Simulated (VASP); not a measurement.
# Sn (Fd-3m) in VASP: band structure with PBE

Aim: the band structure of Sn with PBE.

All numbers are computed with VASP 6.6.1; they aren't measurements. Logs are shortened: lines on timing, memory, paths and dates and some standing lists are left out, and cuts for length are marked.

### Step 1. The crystal as given

Symmetry: Fd-3m, No. 227, cubic system. Conventional cell: a = 6.654 Å, b = 6.654 Å, c = 6.654 Å, α = 90.00°, β = 90.00°, γ = 90.00°. Sn (site symmetry -43m) is surrounded by 4 Sn at 2.88 Å.

This isn't the form of Sn at room conditions, which is tetragonal (white tin).

### Step 2. Band structure, PBE

Input file INCAR:

```
SYSTEM = Sn
PREC = Accurate ; ENCUT = 520
EDIFF = 1E-7 ; ISMEAR = 0
SIGMA = 0.02 ; LREAL = .FALSE.
LASPH = .TRUE. ; NELM = 100
ALGO = Normal ; ISIF = 2
LWAVE = .FALSE. ; LCHARG = .FALSE.
GGA = PE
```

Input file KPOINTS:

```
Automatic mesh
0
G
  6 6 6
  0 0 0
```

Input file POSCAR:

```
Sn                                      
1.0
    0.0000000000      3.3269344598      3.3269344598
    3.3269344598      0.0000000000      3.3269344598
    3.3269344598      3.3269344598      0.0000000000
  Sn            
     2
Direct
     1.0000000000000000    1.0000000000000000    0.0000000000000000
     0.2500000000000000    0.2500000000000000    0.2500000000000000
```

Input file KPOINTS_OPT:

```
path GXWKGLUWLK,UX
20
line-mode
reciprocal
 0.0000000000  0.0000000000  0.0000000000  G
 0.5000000000  0.0000000000  0.5000000000  X

 0.5000000000  0.0000000000  0.5000000000  X
 0.5000000000  0.2500000000  0.7500000000  W

 0.5000000000  0.2500000000  0.7500000000  W
 0.3750000000  0.3750000000  0.7500000000  K

 0.3750000000  0.3750000000  0.7500000000  K
 0.0000000000  0.0000000000  0.0000000000  G

 0.0000000000  0.0000000000  0.0000000000  G
 0.5000000000  0.5000000000  0.5000000000  L

 0.5000000000  0.5000000000  0.5000000000  L
 0.6250000000  0.2500000000  0.6250000000  U

 0.6250000000  0.2500000000  0.6250000000  U
 0.5000000000  0.2500000000  0.7500000000  W

 0.5000000000  0.2500000000  0.7500000000  W
 0.5000000000  0.5000000000  0.5000000000  L

 0.5000000000  0.5000000000  0.5000000000  L
 0.3750000000  0.3750000000  0.7500000000  K

 0.6250000000  0.2500000000  0.6250000000  U
 0.5000000000  0.0000000000  0.5000000000  X
```

Potentials or basis: VASP PAW PBE potentials, release 64 (Sn_d).

Command:

```bash
> cat potpaw_PBE.64/Sn_d/POTCAR > POTCAR
> mpirun -np 1 vasp_std > vasp.out
```

OUTCAR:

```text
SYSTEM = Sn
   PREC = Accurate
   ENCUT = 520
   EDIFF = 1E-7
   ISMEAR = 0
   LREAL = .FALSE.
   LASPH = .TRUE.
   NELM = 100
   ISIF = 2
   GGA = PE

 ion  position               nearest neighbor table
   1  0.000  0.000  0.000-   2 2.88   2 2.88   2 2.88   2 2.88
   2  0.250  0.250  0.250-   1 2.88   1 2.88   1 2.88   1 2.88

  LATTYP: Found a face centered cubic cell.
 ALAT       =     6.6538689196

  Lattice vectors:

 A1 = (   0.0000000000,   3.3269344598,   3.3269344598)
 A2 = (   3.3269344598,   0.0000000000,   3.3269344598)
 A3 = (   3.3269344598,   3.3269344598,   0.0000000000)

Analysis of symmetry for initial positions (statically):
=====================================================================
 Subroutine PRICEL returns:
 Original cell was already a primitive cell.

 Routine SETGRP: Setting up the symmetry group for a
 face centered cubic supercell.

 Subroutine GETGRP returns: Found 48 space group operations
 (whereof 24 operations were pure point group operations)
 out of a pool of 48 trial point group operations.

The static configuration has the point symmetry T_d .
 The point group associated with its full space group is O_h .

Analysis of symmetry for dynamics (positions and initial velocities):
=====================================================================
 Subroutine PRICEL returns:
 Original cell was already a primitive cell.

 Routine SETGRP: Setting up the symmetry group for a
 face centered cubic supercell.

 Subroutine GETGRP returns: Found 48 space group operations
 (whereof 24 operations were pure point group operations)
 out of a pool of 48 trial point group operations.

The dynamic configuration has the point symmetry T_d .
 The point group associated with its full space group is O_h .

 Subroutine INISYM returns: Found 48 space group operations
 (whereof 24 operations are pure point group operations),
 and found     1 'primitive' translations

----------------------------------------------------------------------------------------

                                     Primitive cell

  volume of cell :      73.6483

  direct lattice vectors                    reciprocal lattice vectors
     0.000000000  3.326934460  3.326934460    -0.150288503  0.150288503  0.150288503
     3.326934460  0.000000000  3.326934460     0.150288503 -0.150288503  0.150288503
     3.326934460  3.326934460  0.000000000     0.150288503  0.150288503 -0.150288503

  length of vectors
     4.704995834  4.704995834  4.704995834     0.260307323  0.260307323  0.260307323

  position of ions in fractional coordinates (direct lattice)
     0.000000000  0.000000000  0.000000000
     0.250000000  0.250000000  0.250000000

  ion indices of the primitive-cell ions
   primitive index   ion index
                 1           1
                 2           2

----------------------------------------------------------------------------------------

 KPOINTS: Automatic mesh

Automatic generation of k-mesh.
 Grid dimensions read from file:
 generate k-points for:    6    6    6

 Generating k-lattice:

  Cartesian coordinates                     Fractional coordinates (reciprocal lattice)
    -0.025048084  0.025048084  0.025048084     0.166666667  0.000000000  0.000000000
     0.025048084 -0.025048084  0.025048084     0.000000000  0.166666667  0.000000000
     0.025048084  0.025048084 -0.025048084     0.000000000  0.000000000  0.166666667

  Length of vectors
     0.043384554  0.043384554  0.043384554

  Shift w.r.t. Gamma in fractional coordinates (k-lattice)
     0.000000000  0.000000000  0.000000000

 Subroutine IBZKPT returns following result:
 ===========================================

 Found     16 irreducible k-points:

 Following reciprocal coordinates:
            Coordinates               Weight
  0.000000  0.000000  0.000000      1.000000
  0.166667  0.000000  0.000000      8.000000
  0.333333  0.000000  0.000000      8.000000
  0.500000  0.000000  0.000000      4.000000
  0.166667  0.166667  0.000000      6.000000
  0.333333  0.166667  0.000000     24.000000
[... 8 lines left out ...]
 -0.333333  0.333333  0.166667     24.000000
 -0.333333  0.500000  0.166667     12.000000
   k-points           NKPTS =     16   k-points in BZ     NKDIM =     16   number of bands    NBANDS=     18
   number of dos      NEDOS =    301   number of ions     NIONS =      2
   total plane-waves  NPLWV =  46656
   dimension x,y,z NGX =    36 NGY =   36 NGZ =   36
   dimension x,y,z NGXF=    72 NGYF=   72 NGZF=   72
   ions per type =               2
   NGX,Y,Z   is equivalent  to a cutoff of  12.72, 12.72, 12.72 a.u.
   NGXF,Y,Z  is equivalent  to a cutoff of  25.44, 25.44, 25.44 a.u.
 SYSTEM =  Sn
   PREC   = accura    normal or accurate (medium, high low for compatibility)
   ISTART =      0    job   : 0-new  1-cont  2-samecut
   ICHARG =      2    charge: 1-file 2-atom 10-const
   ISPIN  =      1    spin polarized calculation?
   LNONCOLLINEAR =      F non collinear calculations
   LSORBIT =      F    spin-orbit coupling
   LASPH  =      T    aspherical Exc in radial PAW
   ENCUT  =  520.0 eV  38.22 Ry    6.18 a.u.   8.75  8.75  8.75*2*pi/ulx,y,z
   NELM   =    100;   NELMIN=  2; NELMDL= -5     # of ELM steps
   EDIFF  = 0.1E-06   stopping-criterion for ELM
   LREAL  =      F    real-space projection
   EDIFFG = 0.1E-05   stopping-criterion for IOM
   NSW    =      0    number of steps for IOM
   IBRION =     -1    ionic relax: 0-MD 1-quasi-New 2-CG
   NFREE  =      0    steps in history (QN), initial steepest desc. (CG)
   ISIF   =      2    stress and relaxation
   ISYM   =      2    0-nonsym 1-usesym 2-fastsym
   POTIM  = 0.5000    time-step for ionic-motion
   TEBEG  =    0.0;   TEEND  =   0.0 temperature during run
   PSTRESS=    0.0 pullay stress
   NELECT =      28.0000    total number of electrons
   NUPDOWN=      -1.0000    fix difference up-down
   EMIN   =  10.00;   EMAX   =-10.00  energy-range for DOS
   EFERMI =   0.00;   METHOD = LEGACY
   ISMEAR =     0;   SIGMA  =   0.02  broadening in eV -4-tet -1-fermi 0-gaus
   EFERMI_NEDOS =   21; number of points for ismear=-14 and -15
   IALGO  =     38    algorithm
   IMIX   =      4    mixing-type and parameters
     AMIX     =   0.40;   BMIX     =  1.00
     AMIX_MAG =   1.60;   BMIX_MAG =  1.00
  volume/ion in A,a.u.               =      36.82       248.50
  Fermi-wavevector in a.u.,A,eV,Ry     =   1.185969  2.241156 19.136894  1.406522
  Thomas-Fermi vector in A             =   2.322151
   LORBIT       =      0    0 simple, 1 ext, 2 COOP (PROOUT), +10 PAW based schemes
   GGA     = PE    functional components
   LHFCALC =     F    Hartree Fock is set to
   AEXX    =    0.0000 exact exchange contribution
   IVDW    =     0    specifies the selected vdW correction
   LEPSILON=     F    determine dielectric tensor
   LRPA    =     F    only Hartree local field effects (RPA)
 non-spin polarized calculation
 Gauss-broadening in eV      SIGMA  =   0.02
  energy-cutoff  :      520.00
  volume of cell :       73.65
 maximum number of plane-waves:      2012
   NGX = 17   NGY = 17   NGZ = 17

 number of electron      28.0000007 magnetization

 Free energy of the ion-electron system (eV)
  ---------------------------------------------------
  ext. energy  EPLUGINS =         0.00000000
  ---------------------------------------------------
  free energy    TOTEN  =        -7.66008633 eV

  energy without entropy =       -7.65987737  energy(sigma->0) =       -7.65998185

 E-fermi :   4.7425     XC(G=0):  -8.5447

 val. band max:        4.7424764915   @ k =   0.5000   0.0000   0.0000
 cond. band min:       4.9082454424   @ k =   0.3333   0.0000   0.0000
 fundamental gap:      0.1657689509
 Fermi energy:         4.7424764916

 k-point     1 :       0.0000    0.0000    0.0000
  band No.  band energies     occupation
      1     -16.6636      2.00000
      2     -16.6636      2.00000
      3     -16.6636      2.00000
      4     -16.6140      2.00000
      5     -16.6140      2.00000
      6     -16.3611      2.00000
[... 10 lines left out ...]
     17       7.0309      0.00000
     18       7.0309      0.00000

 k-point     2 :       0.1667    0.0000    0.0000
  band No.  band energies     occupation
      1     -16.6767      2.00000
      2     -16.6767      2.00000
      3     -16.6582      2.00000
      4     -16.5952      2.00000
      5     -16.5952      2.00000
      6     -16.3887      2.00000
[... 10 lines left out ...]
     17       7.5486      0.00000
     18       8.0427      0.00000

 k-point     3 :       0.3333    0.0000    0.0000
  band No.  band energies     occupation
      1     -16.6897      2.00000
      2     -16.6897      2.00000
      3     -16.6467      2.00000
      4     -16.5723      2.00000
      5     -16.5722      2.00000
      6     -16.4086      2.00000
[... 10 lines left out ...]
     17       8.0377      0.00000
     18      10.2494      0.00000

 k-point     4 :       0.5000    0.0000    0.0000
  band No.  band energies     occupation
      1     -16.6934      2.00000
      2     -16.6934      2.00000
      3     -16.6406      2.00000
      4     -16.5648      2.00000
      5     -16.5648      2.00000
      6     -16.4144      2.00000
[... 10 lines left out ...]
     17       8.0806      0.00000
     18      10.5750      0.00000

 k-point     5 :       0.1667    0.1667    0.0000
  band No.  band energies     occupation
      1     -16.6756      2.00000
      2     -16.6756      2.00000
      3     -16.6697      2.00000
      4     -16.5966      2.00000
      5     -16.5735      2.00000
      6     -16.4249      2.00000
[... 10 lines left out ...]
     17       8.4019      0.00000
     18       8.4019      0.00000

 k-point     6 :       0.3333    0.1667    0.0000
  band No.  band energies     occupation
      1     -16.6978      2.00000
      2     -16.6884      2.00000
      3     -16.6474      2.00000
      4     -16.5731      2.00000
      5     -16.5440      2.00000
      6     -16.4552      2.00000
[... 139 lines left out ...]
 k-point    13 :       0.5000    0.5000    0.0000
  band No.  band energies     occupation
      1     -16.7061      2.00000
      2     -16.7061      2.00000
      3     -16.5928      2.00000
      4     -16.5928      2.00000
      5     -16.4852      2.00000
      6     -16.4852      2.00000
[... 10 lines left out ...]
     17      12.1387      0.00000
     18      12.1387      0.00000

 k-point    14 :       0.5000    0.3333    0.1667
  band No.  band energies     occupation
      1     -16.7106      2.00000
      2     -16.7058      2.00000
      3     -16.6136      2.00000
      4     -16.5492      2.00000
      5     -16.5117      2.00000
      6     -16.4875      2.00000
[... 10 lines left out ...]
     17       8.6331      0.00000
     18      10.3639      0.00000

 k-point    15 :      -0.3333    0.3333    0.1667
  band No.  band energies     occupation
      1     -16.7217      2.00000
      2     -16.7099      2.00000
      3     -16.5868      2.00000
      4     -16.5276      2.00000
      5     -16.5040      2.00000
      6     -16.4919      2.00000
[... 10 lines left out ...]
     17       9.5618      0.00000
     18       9.7043      0.00000

 k-point    16 :      -0.3333    0.5000    0.1667
  band No.  band energies     occupation
      1     -16.7168      2.00000
      2     -16.7168      2.00000
      3     -16.5610      2.00000
      4     -16.5610      2.00000
      5     -16.4882      2.00000
      6     -16.4882      2.00000
[... 10 lines left out ...]
     17      10.0279      0.00000
     18      10.0279      0.00000

------------------------ aborting loop because EDIFF is reached ----------------------------------------

  FORCE on cell =-STRESS in cart. coord.  units (eV):
  Direction    XX          YY          ZZ          XY          YZ          ZX
  --------------------------------------------------------------------------------------
  -------------------------------------------------------------------------------------
  Total        0.0013640      0.0013640      0.0013640      0.0000000      0.0000000      0.0000000
  in kB        0.0296728      0.0296728      0.0296728      0.0000000      0.0000000      0.0000000
  external PRESSURE =       0.0296728 kB  Pullay stress =       0.0000000 kB

 VOLUME and BASIS-vectors are now :
 -----------------------------------------------------------------------------
  energy-cutoff  :      520.00
  volume of cell :       73.65
      direct lattice vectors                 reciprocal lattice vectors
     0.000000000  3.326934460  3.326934460    -0.150288503  0.150288503  0.150288503
     3.326934460  0.000000000  3.326934460     0.150288503 -0.150288503  0.150288503
     3.326934460  3.326934460  0.000000000     0.150288503  0.150288503 -0.150288503

 POSITION                                       TOTAL-FORCE (eV/Angst)
 -----------------------------------------------------------------------------------
      0.00000      0.00000      0.00000         0.000000      0.000000      0.000000
      1.66347      1.66347      1.66347        -0.000000     -0.000000     -0.000000
 -----------------------------------------------------------------------------------
    total drift:                                0.000000      0.000000      0.000000

  FREE ENERGIE OF THE ION-ELECTRON SYSTEM (eV)
  ---------------------------------------------------
  free  energy   TOTEN  =        -7.6600863321 eV

  energy  without entropy=       -7.6598773730  energy(sigma->0) =       -7.65998185
```

Wall time 1.9 min (1 thread of Intel Xeon Platinum 8488C (Sapphire Rapids), shared host); peak memory 0.21 GiB.

What came out:

```yaml
Free_energy: -7.6601 eV
Pressure: 0.0 GPa
Band_gap_along_the_path: none (metal or under the smearing width)
```

Levels at the corners of the path, in eV from the Fermi level:
| point | band 11 | band 12 | band 13 | band 14 | band 15 | band 16 | band 17 | band 18 |
| --- | --- | --- | --- | --- | --- | --- | --- | --- |
| Γ | -9.98 | -1.00 | 0.23 | 0.23 | 0.23 | 2.29 | 2.29 | 2.29 |
| X | -7.13 | -7.13 | -2.08 | -2.08 | 1.04 | 1.04 | 7.40 | 7.40 |
| X | -7.13 | -7.13 | -2.08 | -2.08 | 1.04 | 1.04 | 7.40 | 7.40 |
| W | -7.08 | -7.08 | -2.60 | -2.60 | 3.34 | 3.34 | 4.15 | 4.15 |
| W | -7.08 | -7.08 | -2.60 | -2.60 | 3.34 | 3.34 | 4.15 | 4.15 |
| K | -7.51 | -6.67 | -2.90 | -1.76 | 1.28 | 3.39 | 5.59 | 5.87 |
| K | -7.51 | -6.67 | -2.90 | -1.76 | 1.28 | 3.39 | 5.59 | 5.87 |
| Γ | -9.98 | -1.00 | 0.23 | 0.23 | 0.23 | 2.29 | 2.29 | 2.29 |
| Γ | -9.98 | -1.00 | 0.23 | 0.23 | 0.23 | 2.29 | 2.29 | 2.29 |
| L | -8.50 | -5.89 | -0.86 | -0.86 | 0.00 | 3.34 | 3.34 | 5.83 |
| L | -8.50 | -5.89 | -0.86 | -0.86 | 0.00 | 3.34 | 3.34 | 5.83 |
| U | -7.51 | -6.67 | -2.90 | -1.76 | 1.28 | 3.39 | 5.59 | 5.87 |
| U | -7.51 | -6.67 | -2.90 | -1.76 | 1.28 | 3.39 | 5.59 | 5.87 |
| W | -7.08 | -7.08 | -2.60 | -2.60 | 3.34 | 3.34 | 4.15 | 4.15 |
| W | -7.08 | -7.08 | -2.60 | -2.60 | 3.34 | 3.34 | 4.15 | 4.15 |
| L | -8.50 | -5.89 | -0.86 | -0.86 | 0.00 | 3.34 | 3.34 | 5.83 |
| L | -8.50 | -5.89 | -0.86 | -0.86 | 0.00 | 3.34 | 3.34 | 5.83 |
| K | -7.51 | -6.67 | -2.90 | -1.76 | 1.28 | 3.39 | 5.59 | 5.87 |
| U | -7.51 | -6.67 | -2.90 | -1.76 | 1.28 | 3.39 | 5.59 | 5.87 |
| X | -7.13 | -7.13 | -2.08 | -2.08 | 1.04 | 1.04 | 7.40 | 7.40 |

Caveat: spin-orbit coupling is left out, which moves the levels of the heavy elements.
